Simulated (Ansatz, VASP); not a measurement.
## One calculation of Si2Ni, two programs

File INCAR:

```
SYSTEM = Si2Ni
ALGO     = Normal         ! electronic algorithm
EDIFF    = 1E-6           ! SCF threshold, eV
ENCUT    = 520            ! plane-wave cutoff, eV
GGA      = CA             ! functional
ISIF     = 2              ! what is computed and relaxed
ISMEAR   = -1             ! smearing method
ISPIN    = 2              ! spin polarisation
LASPH    = .TRUE.         ! aspherical terms in the spheres
LCHARG   = .FALSE.        ! write CHGCAR
LMAXMIX  = 4              ! l up to which the mixer works
LORBIT   = 11             ! projections on sites
LREAL    = .FALSE.        ! projectors in reciprocal space
LWAVE    = .FALSE.        ! write WAVECAR
MAGMOM   = 1 0 0          ! initial moments
NBANDS   = 20             ! bands
NELM     = 150            ! most SCF steps
PREC     = Accurate       ! precision mode
SIGMA    = 0.05           ! smearing width, eV
```

KPOINTS

```
k-points
0
G
  9 9 9
  0 0 0
```

POSCAR

```
Si2Ni
1.0
    0.0000000000      2.6848585138      2.6848585138
    2.6848585138      0.0000000000      2.6848585138
    2.6848585138      2.6848585138      0.0000000000
Ni Si
1 2
Direct
    0.0000000000      0.0000000000      0.0000000000
    0.7500000000      0.7500000000      0.7500000000
    0.2500000000      0.2500000000      0.2500000000
```

The input input.yaml:

```yaml
crystal:
  lattice:
    - [0.0, 2.6848585138, 2.6848585138]
    - [2.6848585138, 0.0, 2.6848585138]
    - [2.6848585138, 2.6848585138, 0.0]
  atoms:
    - { symbol: Ni, position: [0.0, 0.0, 0.0], spin: 1.0 }
    - { symbol: Si, position: [0.75, 0.75, 0.75] }
    - { symbol: Si, position: [0.25, 0.25, 0.25] }
hamiltonian:
  xc: lda
  pseudopotentials: { kind: paw }
magnetization:
  spin_polarized: true
kpoints:
  mp_grid: { grid: [9, 9, 9] }
scf:
  occupations: { method: fermi_dirac, width: 0.05 }
output:
  forces: true
  stress: true
  eigenvalues: true
```

Alike in both runs: task single point; functional LDA; k mesh 9 × 9 × 9; occupations fermi-dirac, width 0.05 eV; collinear spin.

```csv
,VASP,Ansatz
version,VASP 6.6.1,Ansatz 0.2.0
potentials or method,"VASP PAW LDA potentials, release 64 (Ni, Si)",Ansatz PAW
plane-wave cutoff (eV),520,420
valence electrons in the cell,18,26
```

```csv
,VASP,Ansatz,Ansatz less VASP
gap on the k mesh at the Fermi level (eV),none,none,-
pressure (GPa),-1.1,-1.3,-0.17
net moment per atom (μB),0.00,0.00,0.000
```

A gap of «none» marks a metal or a gap that the smearing closes. The two sets of potentials don't hold the same shells in valence.

Caveats: the PAW data sets come from PBE, with cores solved anew for the run's functional, which leaves a small shift of forces and pressure (Ansatz); the starting moments weren't kept (Ansatz).
